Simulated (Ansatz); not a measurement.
**¹⁷O NMR of the central transition in In2O3 under strain**

Cell: a COD entry, relaxed with PBE at fixed cell and then changed (z stretched by 1 %, ions relaxed).

```cif
data_structure
_symmetry_space_group_name_H-M 'P 1'
_symmetry_Int_Tables_number 1
_cell_length_a 5.8223
_cell_length_b 5.8223
_cell_length_c 5.8223
_cell_angle_alpha 56.225
_cell_angle_beta 56.225
_cell_angle_gamma 56.225
_cell_volume 127.37
loop_
_atom_site_label
_atom_site_type_symbol
_atom_site_fract_x
_atom_site_fract_y
_atom_site_fract_z
_atom_site_occupancy
In1 In 0.35726 0.35726 0.35726 1
In2 In 0.14274 0.14274 0.14274 1
In3 In 0.64274 0.64274 0.64274 1
In4 In 0.85726 0.85726 0.85726 1
O5 O 0.54619 0.95381 0.25000 1
O6 O 0.25000 0.54619 0.95381 1
O7 O 0.95381 0.25000 0.54619 1
O8 O 0.45381 0.04619 0.75000 1
O9 O 0.75000 0.45381 0.04619 1
O10 O 0.04619 0.75000 0.45381 1
```

Atom numbers follow the list; atoms alike are taken as one site, whose name carries the number of the first.

Computed with Ansatz: DFT, PBE, plane waves and PAW, scalar-relativistic, 420 eV cutoff, Γ-centred 7×7×7 k-points, Fermi–Dirac smearing 0.02 eV.

¹⁷O has I = 5/2 and Q = -25.58 mb (Pyykkö 2018); at 9.4 T its Larmor frequency is ν₀ = 54.3 MHz. Only the quadrupole interaction is simulated: positions count from each site's isotropic chemical shift, and J coupling is left out, as are shift anisotropy and dipolar coupling, which fast spinning averages.

**Question.** What does the ¹⁷O spectrum (fast magic-angle spinning) show for each site?

**Answer.** 

| site | first shell | C_Q (MHz) | η | P_Q (MHz) | δ_QIS (ppm) | breadth (kHz) |
| --- | --- | --- | --- | --- | --- | --- |
| O | 4 In at 2.13–2.26 Å | 2.77 | 0.61 | 2.93 | -17.5 | 2.20 |

δ_QIS = −(ν_Q²/30ν₀²)[I(I+1) − 3/4](1 + η²/3) × 10⁶ ppm with ν_Q = 3|C_Q|/[2I(2I−1)]; it falls as 1/B₀² in ppm, and the breadth as 1/B₀ in kHz.

Without spin–orbit coupling (the program notes it for In) the gradients are little affected as a rule: paired runs on crystals with a gap mostly move them by under 2 % at such atoms. At this changed cell the PBE pressure is 7 GPa.
